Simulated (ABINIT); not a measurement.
# Au (Fm-3m) in ABINIT: a series of runs, part 2 of 3

ABINIT 10.8.3 (patched build). Earlier steps stand in the parts before.

## (3) Band structure, PBE

Input file run.abi:

```
ndtset 2

pp_dirpath "./"
pseudos "Au.upf"

acell 3*1.0
rprim
     0.0000000000     3.8455926636     3.8455926636
     3.8455926636     0.0000000000     3.8455926636
     3.8455926636     3.8455926636     0.0000000000
ntypat 1
znucl 79
natom 1
typat 1
xred
     0.0000000000     0.0000000000     0.0000000000

ecut 38.0

ixc 11

occopt 3
tsmear 0.05 eV

nstep 100

iomode 3
prtwf 0
prteig 0
prtebands 0
prtden1 1
prtvha1 1
prtvclmb1 1
prtpot1 1
prtelf1 1

kptopt1 1
ngkpt1 11 11 11
nshiftk1 1
shiftk1 0.0 0.0 0.0
nband1 14
tolvrs1 1.0e-10

iscf2 -2
getden2 1
nband2 18
nbdbuf2 2
tolwfr2 1.0e-12
kptopt2 -9
ndivsm2 6
prteig2 1
kptbounds2
     0.0000000000     0.0000000000     0.0000000000
     0.5000000000     0.0000000000     0.5000000000
     0.5000000000     0.2500000000     0.7500000000
     0.3750000000     0.3750000000     0.7500000000
     0.0000000000     0.0000000000     0.0000000000
     0.5000000000     0.5000000000     0.5000000000
     0.6250000000     0.2500000000     0.6250000000
     0.5000000000     0.2500000000     0.7500000000
     0.5000000000     0.5000000000     0.5000000000
     0.3750000000     0.3750000000     0.7500000000
```

Potentials or basis: Ansatz NC PBE.

The run is started by

```console
> abinit run.abi > log 2>&1
```

run.abo:

```text
[... set-up lines left out ...]
 ETOT  1  -147.96607087923    -1.480E+02 1.248E-01 5.795E+01
 ETOT  2  -148.00323596688    -3.717E-02 1.597E-02 3.975E+01
 ETOT  3  -148.01262812810    -9.392E-03 9.563E-04 7.672E-03
 ETOT  4  -148.01262978772    -1.660E-06 2.631E-04 4.116E-04
 ETOT  5  -148.01262983078    -4.306E-08 3.534E-05 6.989E-06
 ETOT  6  -148.01262983142    -6.390E-10 7.935E-05 1.243E-08
 ETOT  7  -148.01262983142     1.251E-12 1.039E-05 4.682E-10
 ETOT  8  -148.01262983142    -1.421E-13 2.446E-05 6.960E-14

 At SCF step    8       vres2   =  6.96E-14 < tolvrs=  1.00E-10 =>converged.

 Compute ELF
--------------------------------------------------------------------------------

 Compute kinetic energy density

 Compute gradient of the electron density
 Electron Localization Function (ELF) [min:0;max:1]
)     Maximum=    7.7485E-01  at reduced coord.    0.1250    0.8750    0.8750
)     Minimum=    4.4567E-04  at reduced coord.    0.0000    0.0000    0.0000
   Integrated=    3.3706E+01

--------------------------------------------------------------------------------
 End of ELF section

 Cartesian components of stress tensor (hartree/bohr^3)
  sigma(1 1)= -3.67598939E-04  sigma(3 2)=  0.00000000E+00
  sigma(2 2)= -3.67598939E-04  sigma(3 1)=  0.00000000E+00
  sigma(3 3)= -3.67598939E-04  sigma(2 1)=  0.00000000E+00

--- !ResultsGS
iteration_state: {dtset: 1, }
comment   : Summary of ground state results
lattice_vectors:
- [  0.0000000,   3.8455927,   3.8455927, ]
- [  3.8455927,   0.0000000,   3.8455927, ]
- [  3.8455927,   3.8455927,   0.0000000, ]
lattice_lengths: [   5.43849,    5.43849,    5.43849, ]
lattice_angles: [ 60.000,  60.000,  60.000, ] # degrees, (23, 13, 12)
lattice_volume:   1.1374173E+02
convergence: {deltae: -1.421E-13, res2:  6.960E-14, residm:  2.446E-05, diffor: null, }
etotal    :  -1.48012630E+02
entropy   :   0.00000000E+00
fermie    :   4.91167690E-01
cartesian_stress_tensor: # hartree/bohr^3
- [ -3.67598939E-04,   0.00000000E+00,   0.00000000E+00, ]
- [  0.00000000E+00,  -3.67598939E-04,   0.00000000E+00, ]
- [  0.00000000E+00,   0.00000000E+00,  -3.67598939E-04, ]
pressure_GPa:   1.0815E+01
xred      :
- [  0.0000E+00,   0.0000E+00,   0.0000E+00, Au]
cartesian_forces: # hartree/bohr
- [ -0.00000000E+00,  -0.00000000E+00,  -0.00000000E+00, ]
force_length_stats: {min:   0.00000000E+00, max:   0.00000000E+00, mean:   0.00000000E+00, }
...

 Integrated electronic density in atomic spheres:
 ------------------------------------------------
 Atom  Sphere_radius  Integrated_density
    1        2.00000         15.59872105
================================================================================

 ----iterations are completed or convergence reached----

 Mean square residual over all n,k,spin=   35.866E-09; max=  24.464E-06
 reduced coordinates (array xred) for    1 atoms
       0.000000000000      0.000000000000      0.000000000000
 rms dE/dt=  0.0000E+00; max dE/dt=  0.0000E+00; dE/dt below (all hartree)
    1       0.000000000000      0.000000000000      0.000000000000

 cartesian coordinates (angstrom) at end:
[... 79 lines left out ...]
  2.23E-13  1.03E-13  7.64E-13  2.00E-13  3.22E-13  2.78E-13  4.95E-13  9.07E-13
  1.70E-12  1.02E-09
 -3.3873E+00 -1.5967E+00 -1.5967E+00 -1.5967E+00  1.2297E-01  3.1534E-01
  3.1534E-01  3.1534E-01  3.7234E-01  3.7234E-01  1.0209E+00  1.1703E+00
  1.1703E+00  1.1703E+00  1.3531E+00  1.5201E+00  1.5201E+00  1.5201E+00
 Non-SCF case, kpt    2 (  0.02941  0.00000  0.02941), residuals and eigenvalues=
  6.24E-13  4.00E-13  1.84E-13  9.29E-13  1.48E-13  2.99E-13  2.85E-13  2.30E-13
  7.75E-13  9.74E-14  1.80E-13  2.31E-13  2.76E-13  5.24E-13  4.16E-13  4.14E-13
  5.61E-10  4.64E-08
 -3.3873E+00 -1.5968E+00 -1.5968E+00 -1.5968E+00  1.2448E-01  3.1453E-01
  3.1602E-01  3.1602E-01  3.7148E-01  3.7268E-01  1.0228E+00  1.1645E+00
  1.1697E+00  1.1697E+00  1.3635E+00  1.5003E+00  1.5003E+00  1.5212E+00
[... 693 lines left out ...]
 Non-SCF case, kpt  102 (  0.38750  0.38750  0.72500), residuals and eigenvalues=
  3.55E-13  9.49E-13  7.52E-13  5.59E-13  7.94E-14  1.71E-13  5.11E-13  6.35E-13
  5.71E-13  4.41E-13  8.89E-14  6.10E-13  1.14E-13  2.48E-13  3.78E-13  7.55E-13
  7.65E-13  2.10E-05
 -3.3867E+00 -1.6032E+00 -1.6018E+00 -1.5992E+00  2.5229E-01  2.7853E-01
  3.3842E-01  3.7668E-01  4.1051E-01  6.1887E-01  6.6898E-01  7.7651E-01
  9.7522E-01  1.1292E+00  1.3961E+00  1.4376E+00  1.4676E+00  1.7018E+00
 Non-SCF case, kpt  103 (  0.37500  0.37500  0.75000), residuals and eigenvalues=
  5.17E-13  1.30E-13  1.88E-13  1.39E-13  1.01E-13  2.61E-13  5.44E-13  7.10E-13
  5.74E-13  7.23E-13  5.99E-13  8.84E-14  7.48E-13  2.91E-13  2.23E-13  9.07E-13
  1.96E-13  1.46E-06
 -3.3867E+00 -1.6034E+00 -1.6017E+00 -1.5993E+00  2.4891E-01  2.7229E-01
  3.4719E-01  3.8299E-01  4.1279E-01  6.3313E-01  6.6315E-01  7.6621E-01
  9.5621E-01  1.1376E+00  1.3677E+00  1.4427E+00  1.4895E+00  1.7050E+00

--- !ResultsGS
iteration_state: {dtset: 2, }
comment   : Summary of ground state results
lattice_vectors:
- [  0.0000000,   3.8455927,   3.8455927, ]
- [  3.8455927,   0.0000000,   3.8455927, ]
- [  3.8455927,   3.8455927,   0.0000000, ]
lattice_lengths: [   5.43849,    5.43849,    5.43849, ]
lattice_angles: [ 60.000,  60.000,  60.000, ] # degrees, (23, 13, 12)
lattice_volume:   1.1374173E+02
convergence: {deltae:  0.000E+00, res2:  0.000E+00, residm:  9.998E-13, diffor:  0.000E+00, }
etotal    :  -1.48012630E+02
entropy   :   0.00000000E+00
fermie    :   4.91167690E-01
cartesian_stress_tensor: null
pressure_GPa: null
xred      :
- [  0.0000E+00,   0.0000E+00,   0.0000E+00, Au]
cartesian_forces: null
force_length_stats: {min: null, max: null, mean: null, }
...

 Integrated electronic density in atomic spheres:
 ------------------------------------------------
 Atom  Sphere_radius  Integrated_density
    1        2.00000         15.59872105
================================================================================

 ----iterations are completed or convergence reached----

 Mean square residual over all n,k,spin=   42.352E-14; max=  99.982E-14
 reduced coordinates (array xred) for    1 atoms
       0.000000000000      0.000000000000      0.000000000000

 cartesian coordinates (angstrom) at end:
    1      0.00000000000000     0.00000000000000     0.00000000000000
 length scales=  1.000000000000  1.000000000000  1.000000000000 bohr
              =  0.529177210544  0.529177210544  0.529177210544 angstroms
 Eigenvalues (hartree) for nkpt= 103  k points:
 kpt#   1, nband= 18, wtk=  1.00000, kpt=  0.0000  0.0000  0.0000 (reduced coord)
  -3.38732   -1.59672   -1.59672   -1.59672    0.12297    0.31534    0.31534    0.31534
   0.37234    0.37234    1.02091    1.17034    1.17034    1.17034    1.35306    1.52012
   1.52012    1.52012
 kpt#   2, nband= 18, wtk=  1.00000, kpt=  0.0294  0.0000  0.0294 (reduced coord)
  -3.38731   -1.59679   -1.59675   -1.59675    0.12448    0.31453    0.31602    0.31602
   0.37148    0.37268    1.02278    1.16454    1.16969    1.16969    1.36350    1.50034
   1.50034    1.52117
 kpt#   3, nband= 18, wtk=  1.00000, kpt=  0.0588  0.0000  0.0588 (reduced coord)
  -3.38730   -1.59700   -1.59683   -1.59683    0.12899    0.31218    0.31806    0.31806
   0.36896    0.37369    1.02833    1.15048    1.16732    1.16732    1.39116    1.46722
   1.46722    1.52497
 kpt#   4, nband= 18, wtk=  1.00000, kpt=  0.0882  0.0000  0.0882 (reduced coord)
  -3.38727   -1.59734   -1.59697   -1.59697    0.13640    0.30840    0.32144    0.32144
   0.36495    0.37534    1.03731    1.13374    1.16196    1.16196    1.42744    1.43666
   1.43666    1.47902
 kpt#   5, nband= 18, wtk=  1.00000, kpt=  0.1176  0.0000  0.1176 (reduced coord)
[... 381 lines left out ...]
   0.41059    0.60057    0.62822    0.85710    1.01952    1.10308    1.42495    1.42746
   1.46594    1.68063
 kpt# 101, nband= 18, wtk=  1.00000, kpt=  0.4000  0.4000  0.7000 (reduced coord)
  -3.38674   -1.60336   -1.60158   -1.59905    0.25517    0.28466    0.33063    0.36788
   0.40998    0.60842    0.65199    0.81232    0.99673    1.11753    1.42136    1.43259
   1.45323    1.69832
 kpt# 102, nband= 18, wtk=  1.00000, kpt=  0.3875  0.3875  0.7250 (reduced coord)
  -3.38672   -1.60325   -1.60185   -1.59921    0.25229    0.27853    0.33842    0.37668
   0.41051    0.61887    0.66898    0.77651    0.97522    1.12921    1.39608    1.43765
   1.46760    1.70179
 kpt# 103, nband= 18, wtk=  1.00000, kpt=  0.3750  0.3750  0.7500 (reduced coord)
  -3.38672   -1.60341   -1.60174   -1.59934    0.24891    0.27229    0.34719    0.38299
   0.41279    0.63313    0.66315    0.76621    0.95621    1.13759    1.36770    1.44273
   1.48950    1.70505

== END DATASET(S) ==============================================================
================================================================================

 -outvars: echo values of variables after computation  --------
            acell      1.0000000000E+00  1.0000000000E+00  1.0000000000E+00 Bohr
           etotal1    -1.4801262983E+02
            fcart1    -0.0000000000E+00 -0.0000000000E+00 -0.0000000000E+00
            rprim      0.0000000000E+00  3.8455926636E+00  3.8455926636E+00
                       3.8455926636E+00  0.0000000000E+00  3.8455926636E+00
                       3.8455926636E+00  3.8455926636E+00  0.0000000000E+00
           strten1    -3.6759893907E-04 -3.6759893907E-04 -3.6759893907E-04
                       0.0000000000E+00  0.0000000000E+00  0.0000000000E+00
 Calculation completed.
```

Run time: 46 s. Hardware: 1 thread of Arm Neoverse V2, shared host; peak memory 0.11 GiB.

Results:

* Free energy: -4027.6288 eV
* Pressure: 10.8 GPa
* Band gap on the k mesh: none (metal or under the smearing width)
* Valence electrons inside the program's atomic spheres: Au 15.60 (radii [1.0584] Å)

Levels at the corners of the path, in eV from the Fermi level:
```tsv
point	band 6	band 7	band 8	band 9	band 10	band 11	band 12	band 13
Γ	-4.78	-4.78	-4.78	-3.23	-3.23	14.41	18.48	18.48
X	-6.89	-2.05	-1.67	-1.67	0.95	5.85	10.02	10.02
W	-5.27	-5.27	-3.39	-1.67	4.76	6.32	6.32	9.47
K	-5.96	-3.92	-2.94	-2.13	3.86	4.68	7.48	12.65
Γ	-4.78	-4.78	-4.78	-3.23	-3.23	14.41	18.48	18.48
L	-4.82	-4.82	-2.00	-2.00	-1.05	3.11	13.88	17.18
U	-5.96	-3.92	-2.94	-2.13	3.86	4.68	7.48	12.65
W	-5.27	-5.27	-3.39	-1.67	4.76	6.32	6.32	9.47
L	-4.82	-4.82	-2.00	-2.00	-1.05	3.11	13.88	17.18
K	-5.96	-3.92	-2.94	-2.13	3.86	4.68	7.48	12.65
```

Caveat: spin-orbit coupling is left out, which moves the levels of the heavy elements.

[end of part 2 of 3]
